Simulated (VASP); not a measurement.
# TePb (Fm-3m) in VASP: settings compared, part 2 of 2

VASP 6.6.1. The steps go on from the part before.

**3. Relaxation of cell and atoms, PBE+TS**

INCAR reads:

```
PREC = Accurate ; ENCUT = 600
EDIFF = 1E-6 ; ISMEAR = -1
SIGMA = 0.05 ; LREAL = F
LASPH = T ; NELM = 60
ALGO = Fast ; ISIF = 3
LWAVE = F ; LCHARG = F
GGA = PE ; IVDW = 2
IBRION = 2 ; NSW = 40
EDIFFG = -0.02
```

KPOINTS reads:

```
Automatic mesh
0
Gamma
  7 7 7
```

POSCAR reads:

```
TePb
1.0
    0.0000000000      3.2310000000      3.2310000000
    3.2310000000      0.0000000000      3.2310000000
    3.2310000000      3.2310000000      0.0000000000
Pb Te
1 1
Direct
    0.0000000000      0.0000000000      0.0000000000
    0.5000000000      0.5000000000      0.5000000000
```

Potentials or basis: VASP PAW PBE potentials, release 64 (Pb_d, Te).

Command:

```bash
> cat potpaw_PBE.64/Pb_d/POTCAR potpaw_PBE.64/Te/POTCAR > POTCAR
> mpirun -np 1 vasp_std > vasp.out
```

OUTCAR:

```text
PREC = Accurate
   ENCUT = 600
   EDIFF = 1E-6
   ISMEAR = -1
   LREAL = F
   LASPH = T
   NELM = 60
   ISIF = 3
   GGA = PE
   IVDW = 2
   IBRION = 2
   NSW = 40
   EDIFFG = -0.02
  IVDW =   2

 ion  position               nearest neighbor table
   1  0.000  0.000  0.000-   2 3.23   2 3.23   2 3.23   2 3.23   2 3.23   2 3.23
   2  0.500  0.500  0.500-   1 3.23   1 3.23   1 3.23   1 3.23   1 3.23   1 3.23

  LATTYP: Found a face centered cubic cell.
 ALAT       =     6.4620000000

  Lattice vectors:

 A1 = (   0.0000000000,   3.2310000000,   3.2310000000)
 A2 = (   3.2310000000,   0.0000000000,   3.2310000000)
 A3 = (   3.2310000000,   3.2310000000,   0.0000000000)

Analysis of symmetry for initial positions (statically):
=====================================================================
 Subroutine PRICEL returns:
 Original cell was already a primitive cell.

 Routine SETGRP: Setting up the symmetry group for a
 face centered cubic supercell.

 Subroutine GETGRP returns: Found 48 space group operations
 (whereof 48 operations were pure point group operations)
 out of a pool of 48 trial point group operations.

The static configuration has the point symmetry O_h .

Analysis of symmetry for dynamics (positions and initial velocities):
=====================================================================
 Subroutine PRICEL returns:
 Original cell was already a primitive cell.

 Routine SETGRP: Setting up the symmetry group for a
 face centered cubic supercell.

 Subroutine GETGRP returns: Found 48 space group operations
 (whereof 48 operations were pure point group operations)
 out of a pool of 48 trial point group operations.

The dynamic configuration has the point symmetry O_h .

 Subroutine INISYM returns: Found 48 space group operations
 (whereof 48 operations are pure point group operations),
 and found     1 'primitive' translations

----------------------------------------------------------------------------------------

                                     Primitive cell

  volume of cell :      67.4592

  direct lattice vectors                    reciprocal lattice vectors
     0.000000000  3.231000000  3.231000000    -0.154750851  0.154750851  0.154750851
     3.231000000  0.000000000  3.231000000     0.154750851 -0.154750851  0.154750851
     3.231000000  3.231000000  0.000000000     0.154750851  0.154750851 -0.154750851

  length of vectors
     4.569324020  4.569324020  4.569324020     0.268036337  0.268036337  0.268036337

  position of ions in fractional coordinates (direct lattice)
     0.000000000  0.000000000  0.000000000
     0.500000000  0.500000000  0.500000000

  ion indices of the primitive-cell ions
   primitive index   ion index
                 1           1
                 2           2

----------------------------------------------------------------------------------------

 KPOINTS: Automatic mesh

Automatic generation of k-mesh.
 Grid dimensions read from file:
 generate k-points for:    7    7    7

 Generating k-lattice:

  Cartesian coordinates                     Fractional coordinates (reciprocal lattice)
    -0.022107264  0.022107264  0.022107264     0.142857143  0.000000000  0.000000000
     0.022107264 -0.022107264  0.022107264     0.000000000  0.142857143  0.000000000
     0.022107264  0.022107264 -0.022107264     0.000000000  0.000000000  0.142857143

  Length of vectors
     0.038290905  0.038290905  0.038290905

  Shift w.r.t. Gamma in fractional coordinates (k-lattice)
     0.000000000  0.000000000  0.000000000

 Subroutine IBZKPT returns following result:
 ===========================================

 Found     20 irreducible k-points:

 Following reciprocal coordinates:
            Coordinates               Weight
  0.000000  0.000000  0.000000      1.000000
  0.142857  0.000000  0.000000      8.000000
  0.285714  0.000000  0.000000      8.000000
  0.428571  0.000000  0.000000      8.000000
  0.142857  0.142857  0.000000      6.000000
  0.285714  0.142857  0.000000     24.000000
[... 12 lines left out ...]
 -0.428571  0.428571  0.142857     24.000000
 -0.285714  0.428571  0.142857     24.000000
   k-points           NKPTS =     20   k-points in BZ     NKDIM =     20   number of bands    NBANDS=     14
   number of dos      NEDOS =    301   number of ions     NIONS =      2
   total plane-waves  NPLWV =  64000
   dimension x,y,z NGX =    40 NGY =   40 NGZ =   40
   dimension x,y,z NGXF=    80 NGYF=   80 NGZF=   80
   ions per type =               1   1
   NGX,Y,Z   is equivalent  to a cutoff of  14.55, 14.55, 14.55 a.u.
   NGXF,Y,Z  is equivalent  to a cutoff of  29.11, 29.11, 29.11 a.u.
 SYSTEM =  unknown system
   PREC   = accura    normal or accurate (medium, high low for compatibility)
   ISTART =      0    job   : 0-new  1-cont  2-samecut
   ICHARG =      2    charge: 1-file 2-atom 10-const
   ISPIN  =      1    spin polarized calculation?
   LNONCOLLINEAR =      F non collinear calculations
   LSORBIT =      F    spin-orbit coupling
   LASPH  =      T    aspherical Exc in radial PAW
   ENCUT  =  600.0 eV  44.10 Ry    6.64 a.u.   9.13  9.13  9.13*2*pi/ulx,y,z
   NELM   =     60;   NELMIN=  2; NELMDL= -5     # of ELM steps
   EDIFF  = 0.1E-05   stopping-criterion for ELM
   LREAL  =      F    real-space projection
   EDIFFG = -.2E-01   stopping-criterion for IOM
   NSW    =     40    number of steps for IOM
   IBRION =      2    ionic relax: 0-MD 1-quasi-New 2-CG
   NFREE  =      1    steps in history (QN), initial steepest desc. (CG)
   ISIF   =      3    stress and relaxation
   ISYM   =      2    0-nonsym 1-usesym 2-fastsym
   POTIM  = 0.5000    time-step for ionic-motion
   TEBEG  =    0.0;   TEEND  =   0.0 temperature during run
   PSTRESS=    0.0 pullay stress
   NELECT =      20.0000    total number of electrons
   NUPDOWN=      -1.0000    fix difference up-down
   EMIN   =  10.00;   EMAX   =-10.00  energy-range for DOS
   EFERMI =   0.00;   METHOD = LEGACY
   ISMEAR =    -1;   SIGMA  =   0.05  broadening in eV -4-tet -1-fermi 0-gaus
   EFERMI_NEDOS =   21; number of points for ismear=-14 and -15
   IALGO  =     68    algorithm
   IMIX   =      4    mixing-type and parameters
     AMIX     =   0.40;   BMIX     =  1.00
     AMIX_MAG =   1.60;   BMIX_MAG =  1.00
  volume/ion in A,a.u.               =      33.73       227.62
  Fermi-wavevector in a.u.,A,eV,Ry     =   1.091619  2.062861 16.213147  1.191633
  Thomas-Fermi vector in A             =   2.227868
   LORBIT       =      0    0 simple, 1 ext, 2 COOP (PROOUT), +10 PAW based schemes
   GGA     = PE    functional components
   LHFCALC =     F    Hartree Fock is set to
   AEXX    =    0.0000 exact exchange contribution
   IVDW    =     2    specifies the selected vdW correction
   LEPSILON=     F    determine dielectric tensor
   LRPA    =     F    only Hartree local field effects (RPA)
 conjugate gradient relaxation of ions
 non-spin polarized calculation
 RMM-DIIS sequential band-by-band and
  energy-cutoff  :      600.00
  volume of cell :       67.46
 maximum number of plane-waves:      2259
 NGX is ok and might be reduce to    40
   NGX = 19   NGY = 19   NGZ = 19

--------------------------------------- Ionic step        1  -------------------------------------------

 number of electron      19.9999998 magnetization

 Free energy of the ion-electron system (eV)
  ---------------------------------------------------
  ext. energy  EPLUGINS =         0.00000000
  ---------------------------------------------------
  free energy    TOTEN  =        -7.50263046 eV

  energy without entropy =       -7.50262799  energy(sigma->0) =       -7.50262922

------------------------ aborting loop because EDIFF is reached ----------------------------------------

  Tkatchenko/Scheffler method for vdW energy calculation

  Number of pair interactions contributing to vdW energy:   23316
[... 75 lines left out ...]
--------------------------------------- Ionic step        3  -------------------------------------------

 number of electron      19.9999999 magnetization

 Free energy of the ion-electron system (eV)
  ---------------------------------------------------
  ext. energy  EPLUGINS =         0.00000000
  ---------------------------------------------------
  free energy    TOTEN  =        -7.50992780 eV

  energy without entropy =       -7.50992557  energy(sigma->0) =       -7.50992668

 E-fermi :   5.9224     XC(G=0):  -9.2593

 val. band max:        5.4028891228   @ k =   0.4286   0.0000   0.0000
 cond. band min:       6.4274483914   @ k =   0.4286   0.0000   0.0000
 fundamental gap:      1.0245592686
 Fermi energy:         5.9224424848

 k-point     1 :       0.0000    0.0000    0.0000
  band No.  band energies     occupation
      1     -11.1994      2.00000
      2     -11.1994      2.00000
      3     -11.1908      2.00000
      4     -11.1908      2.00000
      5     -11.1908      2.00000
      6      -6.4374      2.00000
      7      -0.1121      2.00000
      8       4.1935      2.00000
      9       4.1935      2.00000
     10       4.1935      2.00000
     11       9.5740      0.00000
     12       9.5740      0.00000
     13       9.5740      0.00000
     14      11.3234      0.00000
[... 311 lines left out ...]
      3     -11.1865      2.00000
      4     -11.1797      2.00000
      5     -11.1673      2.00000
      6      -4.6685      2.00000
      7      -2.4969      2.00000
      8       1.6739      2.00000
      9       2.2938      2.00000
     10       4.8472      2.00000
     11       7.4548      0.00000
     12      10.2052      0.00000
     13      11.0034      0.00000
     14      11.6323      0.00000

------------------------ aborting loop because EDIFF is reached ----------------------------------------

  Hirshfeld charges:
            ion         q(e)
   ------------------------------
      1     Pb       0.17593152
      2     Te      -0.17593152

  Tkatchenko/Scheffler method for vdW energy calculation

  Number of pair interactions contributing to vdW energy:   23316

  Edisp (eV):   -0.59934
[... 25 lines left out ...]
  FREE ENERGIE OF THE ION-ELECTRON SYSTEM (eV)
  ---------------------------------------------------
  free  energy   TOTEN  =        -8.1092683986 eV

  energy  without entropy=       -8.1092661723  energy(sigma->0) =       -8.10926729

 reached required accuracy - stopping structural energy minimisation
```

CONTCAR:

```text
TePb
   1.00000000000000
     0.0000000000000000    3.2408934408743830    3.2408934408743830
     3.2408934408743830    0.0000000000000000    3.2408934408743830
     3.2408934408743830    3.2408934408743830   -0.0000000000000000
  Pb              Te
     1     1
Direct
     0.0000000000000000    0.0000000000000000    0.0000000000000000
     0.5000000000000000    0.5000000000000000    0.5000000000000000

  0.00000000E+00  0.00000000E+00  0.00000000E+00
  0.00000000E+00  0.00000000E+00  0.00000000E+00
```

It took 66 s on 1 thread of Intel Xeon Platinum 8375C at 2.90GHz (Ice Lake), shared host; peak memory 0.26 GiB.

Results:

| Quantity | Value |
| --- | --- |
| Free energy | -8.1093 eV |
| Relaxed volume | 34.04 Å³/atom |
| Relaxed cell | a = 4.583 Å, b = 4.583 Å, c = 4.583 Å, α = 60.00°, β = 60.00°, γ = 60.00° |
| Space group after relaxing (to 0.05 Å) | Fm-3m (No. 225) |
| Energy gained by relaxing | 0.5 meV/atom |
| Ionic steps | 3 |
| Pressure after relaxing | 0.0 GPa |
| Hirshfeld charges | Pb +0.18; Te -0.18 e |
| Dispersion energy per atom | -0.300 eV |

Step by step:
```
step  energy change (eV)  largest force (eV/Å)  pressure (GPa)  volume (Å³)
   1              0.0000                0.0000            0.34        67.46
   2             -0.0009                0.0000           -0.12        68.17
   3             -0.0009                0.0000           -0.03        68.08
```

Final structure:
```yaml
crystal:
  lattice:
    - [0.00000, 3.24089, 3.24089]
    - [3.24089, 0.00000, 3.24089]
    - [3.24089, 3.24089, 0.00000]
  atoms:
    - { symbol: Pb, position: [0.00000, 0.00000, 0.00000] }
    - { symbol: Te, position: [0.50000, 0.50000, 0.50000] }
```

Caveat: this odd mesh misses L, where the gap lies, so gap, dielectric constants and Born charges aren't listed. Zero-point motion and thermal expansion aren't in these numbers.

**4. Relaxation of cell and atoms, PBE+MBD**

INCAR reads:

```
SYSTEM = TePb
PREC = Accurate
ENCUT = 600
EDIFF = 1E-6
ISMEAR = -1
SIGMA = 0.05
LREAL = .FALSE.
LASPH = .TRUE.
NELM = 80
ALGO = Normal
ISIF = 3
LWAVE = .FALSE.
LCHARG = .FALSE.
GGA = PE
IVDW = 202
IBRION = 2
NSW = 60
EDIFFG = -0.01
```

KPOINTS reads:

```
regular mesh
0
G
  7 7 7
  0 0 0
```

POSCAR is that of step 3.

Command:

```bash
> cat potpaw_PBE.64/Pb_d/POTCAR potpaw_PBE.64/Te/POTCAR > POTCAR
> mpirun -np 1 vasp_std > vasp.out
```

Run time: 77 s. Hardware: 1 thread of Intel Xeon Platinum 8375C at 2.90GHz (Ice Lake), shared host; peak memory 0.26 GiB.

Results (log left out):

- Free energy: -8.0980 eV
- Relaxed volume: 34.31 Å³/atom
- Relaxed cell: a = 4.595 Å, b = 4.595 Å, c = 4.595 Å, α = 60.00°, β = 60.00°, γ = 60.00°
- Space group after relaxing (to 0.05 Å): Fm-3m (No. 225)
- Energy gained by relaxing: 1.3 meV/atom
- Ionic steps: 3
- Pressure after relaxing: 0.0 GPa
- Hirshfeld charges: Pb +0.18; Te -0.18 e
- Dispersion energy per atom: -0.292 eV

Step by step:
| step | energy change (eV) | largest force (eV/Å) | pressure (GPa) | volume (Å³) |
| --- | --- | --- | --- | --- |
| 1 | 0.0000 | 0.0000 | 0.69 | 67.46 |
| 2 | -0.0025 | 0.0000 | -0.20 | 68.90 |
| 3 | -0.0026 | 0.0000 | -0.03 | 68.62 |

Final structure:
```cif
data_structure
_symmetry_space_group_name_H-M 'P 1'
_symmetry_Int_Tables_number 1
_cell_length_a 4.5953
_cell_length_b 4.5953
_cell_length_c 4.5953
_cell_angle_alpha 60.000
_cell_angle_beta 60.000
_cell_angle_gamma 60.000
_cell_volume 68.62
loop_
_atom_site_label
_atom_site_type_symbol
_atom_site_fract_x
_atom_site_fract_y
_atom_site_fract_z
_atom_site_occupancy
Pb1 Pb 0.00000 0.00000 0.00000 1
Te1 Te 0.50000 0.50000 0.50000 1
```

Levels at points of the mesh, in eV from the Fermi level:
```tsv
k point	band 6	band 7	band 8	band 9	band 10	band 11	band 12	band 13	band 14
(0.00, 0.00, 0.00)	-12.30	-6.06	-1.71	-1.71	-1.71	3.64	3.64	3.64	5.41
```

Caveat: this odd mesh misses L, where the gap lies, so gap, dielectric constants and Born charges aren't listed. Zero-point motion and thermal expansion aren't in these numbers.

**5. Relaxation of cell and atoms, PBEsol+D3**

INCAR reads:

```
PREC = Accurate
ENCUT = 600
EDIFF = 1E-7
ISMEAR = -1
SIGMA = 0.05
LREAL = F
LASPH = T
NELM = 80
ALGO = Normal
ISIF = 3
LWAVE = F
LCHARG = F
GGA = PS
IVDW = 11
IBRION = 2
NSW = 40
EDIFFG = -0.01
```

KPOINTS reads:

```
regular mesh
0
Gamma
  7 7 7
```

POSCAR is that of step 4.

Command:

```bash
> cat potpaw_PBE.64/Pb_d/POTCAR potpaw_PBE.64/Te/POTCAR > POTCAR
> mpirun -np 1 vasp_std > vasp.out
```

It took 67 s on 1 thread of Intel Xeon Platinum 8375C at 2.90GHz (Ice Lake), shared host; peak memory 0.25 GiB.

The run converged. Its results:

- Free energy: -8.7115 eV
- Relaxed volume: 32.77 Å³/atom
- Relaxed cell: a = 4.526 Å, b = 4.526 Å, c = 4.526 Å, α = 60.00°, β = 60.00°, γ = 60.00°
- Space group after relaxing (to 0.05 Å): Fm-3m (No. 225)
- Energy gained by relaxing: 4.0 meV/atom
- Ionic steps: 3
- Pressure after relaxing: 0.0 GPa
- Dispersion energy per atom: -0.227 eV

Step by step:
```
step  energy change (eV)  largest force (eV/Å)  pressure (GPa)  volume (Å³)
   1              0.0000                0.0000           -1.29        67.46
   2             -0.0068                0.0000            0.53        64.85
   3             -0.0079                0.0000            0.00        65.54
```

Final structure:
```
CELL_PARAMETERS angstrom
0.00000 3.20005 3.20005
3.20005 0.00000 3.20005
3.20005 3.20005 0.00000
ATOMIC_POSITIONS crystal
Pb 0.00000 0.00000 0.00000
Te 0.50000 0.50000 0.50000
```

Levels at points of the mesh, in eV from the Fermi level:
| k point | band 7 | band 8 | band 9 | band 10 | band 11 | band 12 | band 13 | band 14 |
| --- | --- | --- | --- | --- | --- | --- | --- | --- |
| (0.00, 0.00, 0.00) | -5.89 | -1.80 | -1.80 | -1.80 | 3.74 | 3.74 | 3.74 | 5.34 |

Caveat: this odd mesh misses L, where the gap lies, so gap, dielectric constants and Born charges aren't listed; the PAW data sets were made with another functional, which shifts forces and pressure a little.

**6. Summary**

```csv
level,pressure (GPa),relaxed volume (Å³/atom)
PBE+rVV10,0.0,34.61
PBE+TS,0.0,34.04
PBE+MBD,0.0,34.31
PBEsol+D3,0.0,32.77
```

Alike in all rows: task relaxation of cell and atoms; potentials or basis VASP PAW PBE potentials, release 64 (Pb_d, Te); no spin polarisation; cell relaxed; k mesh 7 × 7 × 7; cutoff (eV) 600; smearing fermi-dirac 0.05 eV.

Caveats: the PAW data sets were made with another functional, which shifts forces and pressure a little (some runs).

Total energies depend on the potentials used, so only differences within one code and one set of settings carry meaning.
